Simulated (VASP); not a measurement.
TaN:

```
CELL_PARAMETERS angstrom
2.92177 0.00000 0.00000
-1.46088 2.53033 0.00000
0.00000 0.00000 5.91652
ATOMIC_POSITIONS crystal
Ta 0.00000 0.00000 0.50000
Ta 0.00000 0.00000 0.00000
N 0.33333 0.66667 0.25000
N 0.66667 0.33333 0.75000
```

The cell comes from a database or a generator and needn't be the stable form of this composition.

| Quantity | Value |
| --- | --- |
| Program | VASP 6.6.1 |
| Task | relaxation of cell and atoms |
| Functional | AM05 |
| Potentials or basis | VASP PAW PBE potentials, release 64 (Ta_pv, N) |
| Cutoff | 600 eV |
| k mesh | 10 × 10 × 5 |
| Occupations | fermi-dirac, width 0.05 eV |
| Spin | no spin polarisation |

At the start: pressure -11.4 GPa; volume 10.94 Å³/atom.

**Question.** Where does the relaxation end?

**Answer.** Over 7 steps the energy falls by 13.7 meV/atom and the volume is 10.56 Å³/atom (-3.5 %); space group P6_3/mmc (No. 194, to 0.05 Å).

The path:
| step | energy change (eV) | largest force (eV/Å) | pressure (GPa) | volume (Å³) |
| --- | --- | --- | --- | --- |
| 1 | 0.0000 | 0.0000 | -11.43 | 43.74 |
| 2 | 0.2746 | 0.0000 | 34.48 | 38.99 |
| 3 | -0.0544 | 0.0000 | -0.39 | 42.31 |
| 4 | -0.0545 | 0.0000 | -0.08 | 42.27 |
| 5 | -0.0544 | 0.0000 | 0.17 | 42.24 |
| 6 | -0.0546 | 0.0000 | 0.24 | 42.22 |
| 7 | -0.0547 | 0.0000 | 0.22 | 42.23 |

Final structure:
```yaml
crystal:
  lattice:
    - [2.88638, 0.00000, 0.00000]
    - [-1.44319, 2.49968, 0.00000]
    - [0.00000, 0.00000, 5.85244]
  atoms:
    - { symbol: Ta, position: [0.00000, 0.00000, 0.50000] }
    - { symbol: Ta, position: [0.00000, 0.00000, 0.00000] }
    - { symbol: N, position: [0.33333, 0.66667, 0.25000] }
    - { symbol: N, position: [0.66667, 0.33333, 0.75000] }
```

Caveat: the PAW data sets were made with another functional, which shifts forces and pressure a little.
